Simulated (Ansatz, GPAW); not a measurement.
## SiNi3: programs and potentials compared

```
CELL_PARAMETERS angstrom
3.54200 0.00000 0.00000
0.00000 3.54200 0.00000
0.00000 0.00000 3.54200
ATOMIC_POSITIONS crystal
Ni 0.50000 0.50000 0.00000
Ni 0.50000 0.00000 0.50000
Ni 0.00000 0.50000 0.50000
Si 0.00000 0.00000 0.00000
```

Alike in all runs: task single point; functional PBEsol; k mesh 8 × 8 × 8; occupations fermi-dirac, width 0.05 eV; collinear spin, ferromagnetic start; no spin-orbit coupling. Pressure is positive in compression and, in plane waves, holds the error of the finite cutoff, which Ansatz's Pulay term estimates and takes out.

| program and potentials | plane-wave cutoff (eV) | notes | band gap (eV) | pressure (GPa) | net moment per atom (μB) |
| --- | --- | --- | --- | --- | --- |
| Ansatz, Ansatz PAW | 420 | potentials made for PBE, which Ansatz adapts in part; 14.5 valence electrons an atom on average; Pulay term of +0.05 GPa included | no gap | -14.14 | 0.00 |
| GPAW, PAW data sets generated for this functional | 600 | 13 valence electrons an atom on average; this data set often lies off other programs | no gap | -11.99 | 0.00 |
| Ansatz, all-electron LAPW, scalar-relativistic | - | - | no gap | -14.14 | 0.00 |

None finds a gap. The pressure spans -14.14 (Ansatz, all-electron LAPW, scalar-relativistic) to -11.99 GPa (GPAW, PAW data sets generated for this functional), with all-electron results at -14.14. All agree on the net moment per atom. The cell lies far from this level's equilibrium. The state is the one that the start led to, which needn't be the lowest.

Differences between rows come from potentials, basis sets and numerical settings, since the functional is the same but for its coding. Runs on potential files found faulty are left out.
